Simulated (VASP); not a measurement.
# Mg (P6_3/mmc) in VASP: reference runs

Aim: a first look at Mg with PBE, on the cell as given and on a disturbed one.

Program: VASP 6.6.1. These are calculated values, not measurements. Logs are shortened: lines on timing, memory, paths and dates and some standing lists are left out, and cuts for length are marked.

## Step 1: The crystal as given

Symmetry: P6_3/mmc, No. 194, hexagonal system. The conventional cell has a = 3.209 Å, b = 3.209 Å, c = 5.210 Å, α = 90.00°, β = 90.00°, γ = 120.00°. Mg (site symmetry -6m2) has 12 Mg at 3.20 to 3.21 Å as nearest neighbours.

## Step 2: Single point, PBE

Input file INCAR:

```
SYSTEM = Mg
PREC     = Accurate       ! precision mode
ENCUT    = 520            ! plane-wave cutoff, eV
EDIFF    = 1E-7           ! SCF threshold, eV
ISMEAR   = -1             ! smearing method
SIGMA    = 0.05           ! smearing width, eV
LREAL    = .FALSE.        ! projectors in reciprocal space
LASPH    = .TRUE.         ! aspherical terms in the spheres
NELM     = 100            ! most SCF steps
ALGO     = Normal         ! electronic algorithm
ISIF     = 2              ! what is computed and relaxed
LWAVE    = .FALSE.        ! write WAVECAR
LCHARG   = .FALSE.        ! write CHGCAR
GGA      = PE             ! functional
NBANDS   = 9              ! bands
```

Input file KPOINTS:

```
Automatic mesh
0
G
  10 10 5
  0 0 0
```

Input file POSCAR:

```
Mg
1.0
    3.2093000000      0.0000000000      0.0000000000
   -1.6046500000      2.7793353284      0.0000000000
    0.0000000000      0.0000000000      5.2103000000
Mg
2
Direct
    0.6666666667      0.3333333333      0.7500000000
    0.3333333333      0.6666666667      0.2500000000
```

Potentials or basis: VASP PAW PBE potentials, release 64 (Mg).

Run with:

```sh
$ cat potpaw_PBE.64/Mg/POTCAR > POTCAR
$ mpirun -np 1 vasp_std > vasp.out
```

OUTCAR:

```text
SYSTEM = Mg
   PREC = Accurate
   ENCUT = 520
   EDIFF = 1E-7
   ISMEAR = -1
   LREAL = .FALSE.
   LASPH = .TRUE.
   NELM = 100
   ISIF = 2
   GGA = PE

 ion  position               nearest neighbor table
   1  0.667  0.333  0.750-   2 3.20   2 3.20   2 3.20   2 3.20   2 3.20   2 3.20
   2  0.333  0.667  0.250-   1 3.20   1 3.20   1 3.20   1 3.20   1 3.20   1 3.20

  LATTYP: Found a hexagonal cell.
 ALAT       =     3.2093000000
 C/A-ratio  =     1.6235004518

  Lattice vectors:

 A1 = (   3.2093000000,   0.0000000000,   0.0000000000)
 A2 = (  -1.6046500000,   2.7793353284,   0.0000000000)
 A3 = (   0.0000000000,   0.0000000000,   5.2103000000)

Analysis of symmetry for initial positions (statically):
=====================================================================
 Subroutine PRICEL returns:
 Original cell was already a primitive cell.

 Routine SETGRP: Setting up the symmetry group for a
 hexagonal supercell.

 Subroutine GETGRP returns: Found 24 space group operations
 (whereof 12 operations were pure point group operations)
 out of a pool of 24 trial point group operations.

The static configuration has the point symmetry D_3d.
 The point group associated with its full space group is D_6h.

Analysis of symmetry for dynamics (positions and initial velocities):
=====================================================================
 Subroutine PRICEL returns:
 Original cell was already a primitive cell.

 Routine SETGRP: Setting up the symmetry group for a
 hexagonal supercell.

 Subroutine GETGRP returns: Found 24 space group operations
 (whereof 12 operations were pure point group operations)
 out of a pool of 24 trial point group operations.

The dynamic configuration has the point symmetry D_3d.
 The point group associated with its full space group is D_6h.

 Subroutine INISYM returns: Found 24 space group operations
 (whereof 12 operations are pure point group operations),
 and found     1 'primitive' translations

----------------------------------------------------------------------------------------

                                     Primitive cell

  volume of cell :      46.4744

  direct lattice vectors                    reciprocal lattice vectors
     3.209300000  0.000000000  0.000000000     0.311594429  0.179899127  0.000000000
    -1.604650000  2.779335328  0.000000000     0.000000000  0.359798255  0.000000000
     0.000000000  0.000000000  5.210300000     0.000000000  0.000000000  0.191927528

  length of vectors
     3.209300000  3.209300000  5.210300000     0.359798255  0.359798255  0.191927528

  position of ions in fractional coordinates (direct lattice)
     0.666666667  0.333333333  0.750000000
     0.333333333  0.666666667  0.250000000

  ion indices of the primitive-cell ions
   primitive index   ion index
                 1           1
                 2           2

----------------------------------------------------------------------------------------

 KPOINTS: Automatic mesh

Automatic generation of k-mesh.
 Grid dimensions read from file:
 generate k-points for:   10   10    5

 Generating k-lattice:

  Cartesian coordinates                     Fractional coordinates (reciprocal lattice)
     0.031159443  0.017989913  0.000000000     0.100000000 -0.000000000  0.000000000
     0.000000000  0.035979825  0.000000000     0.000000000  0.100000000  0.000000000
     0.000000000  0.000000000  0.038385506     0.000000000  0.000000000  0.200000000

  Length of vectors
     0.035979825  0.035979825  0.038385506

  Shift w.r.t. Gamma in fractional coordinates (k-lattice)
     0.000000000  0.000000000  0.000000000

 Subroutine IBZKPT returns following result:
 ===========================================

 Found     42 irreducible k-points:

 Following reciprocal coordinates:
            Coordinates               Weight
  0.000000  0.000000  0.000000      1.000000
  0.100000  0.000000  0.000000      6.000000
  0.200000  0.000000  0.000000      6.000000
  0.300000  0.000000  0.000000      6.000000
  0.400000  0.000000  0.000000      6.000000
  0.500000  0.000000  0.000000      3.000000
[... 34 lines left out ...]
  0.400000  0.200000  0.400000     12.000000
  0.300000  0.300000  0.400000     12.000000
   k-points           NKPTS =     42   k-points in BZ     NKDIM =     42   number of bands    NBANDS=      9
   number of dos      NEDOS =    301   number of ions     NIONS =      2
   total plane-waves  NPLWV =  23040
   dimension x,y,z NGX =    24 NGY =   24 NGZ =   40
   dimension x,y,z NGXF=    48 NGYF=   48 NGZF=   80
   ions per type =               2
   NGX,Y,Z   is equivalent  to a cutoff of  12.43, 12.43, 12.76 a.u.
   NGXF,Y,Z  is equivalent  to a cutoff of  24.86, 24.86, 25.53 a.u.
 SYSTEM =  Mg
   PREC   = accura    normal or accurate (medium, high low for compatibility)
   ISTART =      0    job   : 0-new  1-cont  2-samecut
   ICHARG =      2    charge: 1-file 2-atom 10-const
   ISPIN  =      1    spin polarized calculation?
   LNONCOLLINEAR =      F non collinear calculations
   LSORBIT =      F    spin-orbit coupling
   LASPH  =      T    aspherical Exc in radial PAW
   ENCUT  =  520.0 eV  38.22 Ry    6.18 a.u.   5.97  5.97  9.69*2*pi/ulx,y,z
   NELM   =    100;   NELMIN=  2; NELMDL= -5     # of ELM steps
   EDIFF  = 0.1E-06   stopping-criterion for ELM
   LREAL  =      F    real-space projection
   EDIFFG = 0.1E-05   stopping-criterion for IOM
   NSW    =      0    number of steps for IOM
   IBRION =     -1    ionic relax: 0-MD 1-quasi-New 2-CG
   NFREE  =      0    steps in history (QN), initial steepest desc. (CG)
   ISIF   =      2    stress and relaxation
   ISYM   =      2    0-nonsym 1-usesym 2-fastsym
   POTIM  = 0.5000    time-step for ionic-motion
   TEBEG  =    0.0;   TEEND  =   0.0 temperature during run
   PSTRESS=    0.0 pullay stress
   NELECT =       4.0000    total number of electrons
   NUPDOWN=      -1.0000    fix difference up-down
   EMIN   =  10.00;   EMAX   =-10.00  energy-range for DOS
   EFERMI =   0.00;   METHOD = LEGACY
   ISMEAR =    -1;   SIGMA  =   0.05  broadening in eV -4-tet -1-fermi 0-gaus
   EFERMI_NEDOS =   21; number of points for ismear=-14 and -15
   IALGO  =     38    algorithm
   IMIX   =      4    mixing-type and parameters
     AMIX     =   0.40;   BMIX     =  1.00
     AMIX_MAG =   1.60;   BMIX_MAG =  1.00
  volume/ion in A,a.u.               =      23.24       156.81
  Fermi-wavevector in a.u.,A,eV,Ry     =   0.722809  1.365911  7.108401  0.522453
  Thomas-Fermi vector in A             =   1.812866
   LORBIT       =      0    0 simple, 1 ext, 2 COOP (PROOUT), +10 PAW based schemes
   GGA     = PE    functional components
   LHFCALC =     F    Hartree Fock is set to
   AEXX    =    0.0000 exact exchange contribution
   IVDW    =     0    specifies the selected vdW correction
   LEPSILON=     F    determine dielectric tensor
   LRPA    =     F    only Hartree local field effects (RPA)
 non-spin polarized calculation
  energy-cutoff  :      520.00
  volume of cell :       46.47
 maximum number of plane-waves:      1277
 NGX is ok and might be reduce to    24
   NGX = 11   NGY = 11   NGZ = 19

 number of electron       4.0000000 magnetization

 Free energy of the ion-electron system (eV)
  ---------------------------------------------------
  ext. energy  EPLUGINS =         0.00000000
  ---------------------------------------------------
  free energy    TOTEN  =        -3.00647280 eV

  energy without entropy =       -2.99456335  energy(sigma->0) =       -3.00051807

 E-fermi :   2.5969     XC(G=0):  -8.4536

 val. band max:        2.5506022024   @ k =   0.4000   0.1000   0.4000
 cond. band min:       2.6110218783   @ k =   0.2000   0.1000   0.0000
 fundamental gap:      0.0604196759
 Fermi energy:         2.5968519793

 k-point     1 :       0.0000    0.0000    0.0000
  band No.  band energies     occupation
      1      -4.3090      2.00000
      2       0.9078      2.00000
      3       1.3274      2.00000
      4      13.4389      0.00000
      5      13.4389      0.00000
      6      13.5282      0.00000
      7      13.5282      0.00000
      8      14.3313      0.00000
      9      15.8824      0.00000

 k-point     2 :       0.1000    0.0000    0.0000
  band No.  band energies     occupation
      1      -4.1139      2.00000
      2       1.0865      2.00000
      3       1.5172      2.00000
      4      10.6590      0.00000
      5      12.0076      0.00000
      6      12.8097      0.00000
      7      15.1979      0.00000
      8      15.2148      0.00000
      9      15.3365      0.00000

 k-point     3 :       0.2000    0.0000    0.0000
  band No.  band energies     occupation
      1      -3.5307      2.00000
      2       1.6228      2.00000
      3       2.0755      1.99994
      4       7.7059      0.00000
      5      10.8583      0.00000
      6      11.3331      0.00000
      7      12.4081      0.00000
      8      13.5606      0.00000
      9      15.3948      0.00000

 k-point     4 :       0.3000    0.0000    0.0000
  band No.  band energies     occupation
      1      -2.5665      2.00000
      2       2.5178      1.65849
      3       2.9235      0.00291
      4       5.1010      0.00000
      5       9.6795      0.00000
      6       9.7308      0.00000
      7      10.0391      0.00000
      8      11.9140      0.00000
      9      14.4778      0.00000
[... 397 lines left out ...]
 k-point    38 :       0.4000    0.1000    0.4000
  band No.  band energies     occupation
      1       0.5456      2.00000
      2       1.5215      2.00000
      3       2.5506      1.43212
      4       3.5073      0.00000
      5       7.8628      0.00000
      6       8.8237      0.00000
      7      10.2532      0.00000
      8      11.7694      0.00000
      9      12.7591      0.00000

 k-point    39 :       0.2000    0.2000    0.4000
  band No.  band energies     occupation
      1      -1.1283      2.00000
      2      -0.0612      2.00000
      3       6.0917      0.00000
      4       6.1671      0.00000
      5       7.1512      0.00000
      6       7.4928      0.00000
      7       8.9068      0.00000
      8      11.5838      0.00000
      9      15.3918      0.00000

 k-point    40 :       0.3000    0.2000    0.4000
  band No.  band energies     occupation
      1       0.1807      2.00000
      2       1.2182      2.00000
      3       3.9107      0.00000
      4       4.8184      0.00000
      5       5.9257      0.00000
      6       6.8327      0.00000
      7       9.8752      0.00000
      8      12.6895      0.00000
      9      13.3259      0.00000

 [... further k-points ...]
[... 5 lines left out ...]
  --------------------------------------------------------------------------------------
  -------------------------------------------------------------------------------------
  Total       -0.2559472     -0.2559472      0.0814147      0.0000000      0.0000000      0.0000000
  in kB       -8.8236229     -8.8236229      2.8067233      0.0000000      0.0000000      0.0000000
  external PRESSURE =      -4.9468408 kB  Pullay stress =       0.0000000 kB

 VOLUME and BASIS-vectors are now :
 -----------------------------------------------------------------------------
  energy-cutoff  :      520.00
  volume of cell :       46.47
      direct lattice vectors                 reciprocal lattice vectors
     3.209300000  0.000000000  0.000000000     0.311594429  0.179899127  0.000000000
    -1.604650000  2.779335328  0.000000000     0.000000000  0.359798255  0.000000000
     0.000000000  0.000000000  5.210300000     0.000000000  0.000000000  0.191927528

 POSITION                                       TOTAL-FORCE (eV/Angst)
 -----------------------------------------------------------------------------------
      1.60465      0.92645      3.90773         0.000000      0.000000      0.000000
     -0.00000      1.85289      1.30258        -0.000000     -0.000000      0.000000
 -----------------------------------------------------------------------------------
    total drift:                                0.000000     -0.000000      0.000000

  FREE ENERGIE OF THE ION-ELECTRON SYSTEM (eV)
  ---------------------------------------------------
  free  energy   TOTEN  =        -3.0064727964 eV

  energy  without entropy=       -2.9945633465  energy(sigma->0) =       -3.00051807
```

Run time: 6.4 s. Hardware: 1 thread of Intel Xeon Platinum 8488C (Sapphire Rapids), shared host; peak memory 0.15 GiB.

What came out:

```
Free energy            : -3.0065 eV
Pressure               : -0.5 GPa
Band gap on the k mesh : none (metal or under the smearing width)
```

Levels at points of the mesh, in eV from the Fermi level:
```
           k point  band 1  band 2  band 3  band 4  band 5  band 6
(0.00, 0.00, 0.00)   -6.91   -1.69   -1.27   10.84   10.84   10.93
(0.50, 0.00, 0.00)   -2.15   -2.15    2.62    2.99    3.22    3.63
```

(Continued in part 2 of 2.)
